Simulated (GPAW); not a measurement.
Runs of GPAW 26.7.0 on Te. It takes space group P3_121 (No. 152, trigonal). Conventional cell: a = 4.454 Å, b = 4.454 Å, c = 5.924 Å, α = 90.00°, β = 90.00°, γ = 120.00°. Around Te (site symmetry 2) lie 2 Te at 2.86 Å. 

```csv
task,level,potentials or basis,cell,k mesh,eigensolver,optimizer,fmax,max steps,band path,gap on the mesh (eV),pressure (GPa),relaxed volume (Å³/atom),largest force (eV/Å)
relaxation of cell and atoms,BLYP+D3,"PAW data sets generated in the run's folder for this functional, pw",relaxed,5 × 5 × 3,davidson,BFGS,0.02 eV/Å,100,-,0.98,0.0,(a),-
band structure,PBEsol,"PAW data sets generated in the run's folder for this functional, pw",as given,7 × 7 × 5,-,-,-,-,"GMKGALHA,LM,KH",-,-1.3,-,(b)
band structure,LDA,"the program's PAW data sets (release 1.2.1) made for this functional, other valence, pw",as given,5 × 5 × 3,-,-,-,-,"GMKGALHA,LM,KH",-,-4.4,-,0.02
band structure,PBE,"GPAW PAW data sets (gpaw-data 1.2.1), pw",as given,7 × 7 × 5,-,-,-,-,"GMKGALHA,LM,KH",-,1.1,-,(c)
relaxation of cell and atoms,revPBE+D3(BJ),"the program's PAW data sets (release 1.2.1) made for this functional, pw",relaxed,7 × 7 × 5,-,BFGS,0.05 eV/Å,40,-,0.41,-0.2,30.76,0.05
```

Alike in all rows: no spin polarisation; cutoff (eV) 600; smearing fermi-dirac 0.05 eV.

**Question.** Estimate the missing entries.

**Answer.** (a) 36.56; (b) 0.07; (c) 0.11.

Caveats: later steps reuse the first step's grids (some runs); spin-orbit coupling is left out, which moves the levels of the heavy elements (some runs); an odd mesh through Γ misses points on the zone boundary, where band edges often lie (some runs).

A k mesh can miss the band edges, and the runs leave out spin-orbit coupling on Te.

Not every run made on this cell is shown here.
